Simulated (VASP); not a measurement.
Br, 1 atom in the cell. It takes space group Fm-3m (No. 225, cubic). Conventional cell: a = 4.705 Å, b = 4.705 Å, c = 4.705 Å, α = 90.00°, β = 90.00°, γ = 90.00°. Br (site symmetry m-3m) is surrounded by 12 Br at 3.33 Å. The cell was built by a generator and needn't be a form met in nature.

| Property | Result |
| --- | --- |
| Program | VASP 6.6.1 |
| Task | single point |
| Functional | r2SCAN |
| Potentials or basis | VASP PAW PBE potentials, release 64 (Br) |
| Cutoff | 520 eV |
| k mesh | 9 × 9 × 9 |
| Occupations | fermi-dirac, width 0.05 eV |
| Spin | no spin polarisation |
| Dipole correction | no |
| Further INCAR settings | ALGO = Normal; EDIFF = 1e-07; NBANDS = 10 |

Potentials or basis: VASP PAW PBE potentials, release 64 (Br).

Launch:

```console
$ cat potpaw_PBE.64/Br/POTCAR > POTCAR
$ cp INCAR.step1 INCAR
$ mpirun -np 1 vasp_std > vasp.out
$ cp INCAR.step2 INCAR
$ mpirun -np 1 vasp_std > vasp.out
```

Hardware: 1 thread of Intel(R) Xeon(R) 6975P-C (Granite Rapids), on a shared host.

Q: How long does it take, and how much memory?

A: It took 26 s on 1 thread of Intel(R) Xeon(R) 6975P-C (Granite Rapids), with other jobs on the host, peak memory 0.16 GiB. Counts: scf iterations 13, k points 35.
